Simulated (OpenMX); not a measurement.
Crystal: MnSb.

```xyz
4
Lattice="4.1500 0.0000 0.0000 -2.0750 3.5940 0.0000 0.0000 0.0000 5.7800" Properties=species:S:1:pos:R:3 pbc="T T T"
Sb    2.0750    1.1980    4.3350
Sb    0.0000    2.3960    1.4450
Mn    0.0000    0.0000    2.8900
Mn    0.0000    0.0000    0.0000
```

Base run:

```yaml
Program: OpenMX 3.8.5
Functional: PBE
Potentials_or_basis: OpenMX 2013 PBE set, Sb7.0-s3p2d2, Mn6.0-s3p2d2, grid cutoff 500 Ry
k_mesh: 5 × 5 × 5
Occupations: fermi-dirac, width 0.05 eV
Spin: collinear spin, zero start
Starting_moments: "[0.0, 0.0, 0.0, 0.0] μB"
```

Its results: band gap on the k mesh none (metal or under the smearing width); pressure -13.0 GPa; net moment 0.00 μB per cell; largest force 0.010 eV/Å.

Task: After a change of settings the same cell gave: band gap on the k mesh none (metal or under the smearing width); pressure 0.2 GPa; net moment 6.79 μB per cell; site moments Sb -0.34; Mn +3.73 μB; largest force 0.007 eV/Å. Which change was it?
A. spin from collinear spin, zero start to collinear spin, ferrimagnetic start; moments at the start from [0.0, 0.0, 0.0, 0.0] to [0.0, 0.0, 4.0, -2.0]
B. spin from collinear spin, zero start to collinear spin, antiferromagnetic start; moments at the start from [0.0, 0.0, 0.0, 0.0] to [0.0, 0.0, 4.0, -4.0]
C. spin from collinear spin, zero start to collinear spin, random start; moments at the start from [0.0, 0.0, 0.0, 0.0] to [0.0, 0.0, 3.15, 4.8]

Result: C.

Caveats: the basis of atomic orbitals isn't converged, which shifts pressures, moduli and gaps.
